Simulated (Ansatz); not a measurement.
Runs of Ansatz 0.2.0 on Ti. The structure is cubic, space group Fm-3m (No. 225). The conventional cell has a = 4.060 Å, b = 4.060 Å, c = 4.060 Å, α = 90.00°, β = 90.00°, γ = 90.00°. Around Ti (site symmetry m-3m) lie 12 Ti at 2.87 Å. This isn't the form of Ti at room conditions, which is hcp.

| task | level | k mesh | cutoff (eV) | atoms under strain | q mesh | points for each segment of the path | gap on the mesh (eV) | V0 of scaled cells (Å³/atom) | B0 (GPa) |
| --- | --- | --- | --- | --- | --- | --- | --- | --- | --- |
| elastic constants | PBEsol | 10 × 10 × 10 | 420 | relaxed | - | - | none | - | - |
| equation of state | r2SCAN | 11 × 11 × 11 | 500 | - | - | - | - | (a) | 110 |
| phonons | PBEsol | 10 × 10 × 10 | 420 | - | 2 × 2 × 2 | 8 | none | - | - |
| equation of state | LDA | 11 × 11 × 11 | 420 | - | - | - | - | 15.99 | 123 |

Alike in all rows: potentials or basis Ansatz PAW; no spin polarisation; cell as given; smearing fermi-dirac 0.05 eV.

Q: Fill in the values left out.

A: (a) 17.35.

Caveats: the PAW data sets come from PBE, with cores solved anew for the run's functional, which leaves a small shift of forces and pressure (some runs); elastic constants of metals need much finer meshes, so these are rough (some runs); the PAW data sets were made with another functional, which shifts forces and pressure a little (some runs).

A gap of «none» marks a metal or a gap under the smearing width.
